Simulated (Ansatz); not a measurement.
# CuAu3: course of a relaxation

Method: DFT PBEsol, scalar-relativistic, plane waves, PAW in Ansatz 0.2.0. Settings: 420 eV cutoff, 14×14×14 k-mesh, Gaussian smearing of 0.10 eV, no spin polarisation.

What was changed: uniaxial strain along a, with b, c and atoms relaxed: +6.0 %.

Spin–orbit coupling is left out, which can shift energies with elements as heavy as these.

Command:

```bash
ansatz run input.yaml --threads 1 --pin off --max-ram 2560MiB --backend cpu --events-out ev --progress --plain --runs-dir out
```

Input:

```yaml
crystal:
  lattice:
    - [4.2127068537, 0.0, 0.0]
    - [0.0, 3.9146379725, 0.0]
    - [0.0, 0.0, 3.9146379725]
  atoms:
    - { symbol: Cu, position: [0.0, 0.0, 0.0] }
    - { symbol: Au, position: [0.0, 0.5, 0.5] }
    - { symbol: Au, position: [0.5, 0.0, 0.5] }
    - { symbol: Au, position: [0.5, 0.5, 0.0] }
basis:
  ecutwfc: 420
kpoints:
  mp_grid: { grid: [14, 14, 14] }
hamiltonian:
  xc: pbesol
scf:
  occupations: { method: gaussian, width: 0.1 }
output:
  forces: true
  stress: true
  eigenvalues: true
relax:
  adjacent_minimum: "off"
  f_tol: 0.008
  max_steps: 40
  cell: { stress_tol: 0.015, fix: [a, angles] }
```

F is the free energy. Steps run on the plane waves of an earlier cell, but the last one, and at times one on the way, on a freshly chosen basis, so a repeated geometry can differ a little in energy. The held parts of the cell keep their stress, so P needn't end at zero.

Steps:

```
step F − F(1) (eV) largest force component (eV/Å) V (Å³/atom) P (GPa)
   1         0.0000                           0.000       16.139    -4.09
   2        -0.0013                           0.000       15.671     0.87
   3        -0.0088                           0.000       15.906    -1.75
   4        -0.0088                           0.000       15.898    -1.66
   5        -0.0084                           0.000       15.898    -1.65
```

Relaxed structure:

```yaml
crystal:
  lattice:
    - [4.21271, 0.00000, 0.00000]
    - [0.00000, 3.88522, 0.00000]
    - [0.00000, 0.00000, 3.88522]
  atoms:
    - { symbol: Cu, position: [0.00000, 0.00000, 0.00000] }
    - { symbol: Au, position: [0.00000, 0.50000, 0.50000] }
    - { symbol: Au, position: [0.50000, 0.00000, 0.50000] }
    - { symbol: Au, position: [0.50000, 0.50000, 0.00000] }
```

It takes space group P4/mmm (No. 123, tetragonal). The conventional cell has a = 3.885 Å, b = 3.885 Å, c = 4.213 Å, α = 90.00°, β = 90.00°, γ = 90.00°. Cu (site symmetry 4/mmm) has 12 Au at 2.75 to 2.87 Å as nearest neighbours. Au (site symmetry 4/mmm) is surrounded by 4 Cu at 2.75 Å and 8 Au at 2.87 Å. Au (site symmetry mmm) is surrounded by 8 Au at 2.75 to 2.87 Å and 4 Cu at 2.87 Å.

The run converged. The run took 4 min on 1 thread of Arm Neoverse V1, with other jobs on the host, peak memory 0.8 GiB.